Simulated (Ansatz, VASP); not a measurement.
# MgI2 in VASP and in Ansatz

INCAR

```
SYSTEM = MgI2
PREC = Accurate
ENCUT = 520
EDIFF = 1E-6
ISMEAR = 0
SIGMA = 0.05
LREAL = .False.
LASPH = .True.
NELM = 100
ALGO = Normal
ISIF = 2
LWAVE = .False.
LCHARG = .False.
GGA = PE
NBANDS = 15
```

Contents of KPOINTS:

```
Automatic mesh
0
Gamma
  6 6 4
  0 0 0
```

The input POSCAR:

```
MgI2
1.0
    4.2295124603      0.0000000000      0.0000000000
   -2.1147562301      3.6628652362      0.0000000000
    0.0000000000      0.0000000000      7.8531465561
Mg I
1 2
Direct
    0.0000000000      0.0000000000      0.0000000000
    0.3333333333      0.6666666667      0.8012283115
    0.6666666667      0.3333333333      0.1987716885
```

Input for Ansatz:

```yaml
crystal:
  lattice:
    - [4.2295124603, 0.0, 0.0]
    - [-2.1147562301, 3.6628652362, 0.0]
    - [0.0, 0.0, 7.8531465561]
  atoms:
    - { symbol: Mg, position: [0.0, 0.0, 0.0] }
    - { symbol: I, position: [0.3333333333, 0.6666666667, 0.8012283115] }
    - { symbol: I, position: [0.6666666667, 0.3333333333, 0.1987716885] }
basis:
  ecutwfc: 520.0
kpoints:
  mp_grid: { grid: [6, 6, 4] }
hamiltonian:
  xc: pbe
scf:
  occupations: { method: gaussian, width: 0.05 }
output:
  forces: true
  stress: true
  eigenvalues: true
```

Alike in both runs: task single point; functional PBE; k mesh 6 × 6 × 4; occupations gaussian, width 0.05 eV; no spin polarisation.

|  | VASP | Ansatz |
| --- | --- | --- |
| version | VASP 6.6.1 | Ansatz 0.2.0 |
| potentials or method | VASP PAW PBE potentials, release 64 (Mg, I) | scalar-relativistic, plane waves, PAW |
| plane-wave cutoff (eV) | 520 | 520 |
| valence electrons in the cell | 16 | 44 |

|  | VASP | Ansatz | Ansatz less VASP |
| --- | --- | --- | --- |
| gap on the k mesh at the Fermi level (eV) | 3.78 | 3.80 | +0.017 |
| least direct gap on the mesh (eV) | 3.95 | 3.96 | +0.014 |
| pressure (GPa) | 1.2 | 1.3 | +0.05 |
| largest component of the traceless stress (GPa) | 0.87 | 0.86 | -0.007 |
| rms of the force components (eV/Å) | 0.246 | 0.251 | +0.0046 |

Atom by atom the forces differ by 0.005 eV/Å (rms over components). The two sets of potentials don't hold the same shells in valence.

Caveats: spin-orbit coupling is left out, which moves the levels of the heavy elements; this functional lacks dispersion, which binds the layers, so the pressure and a relaxed spacing across them are unreliable. A k mesh can miss the band edges.
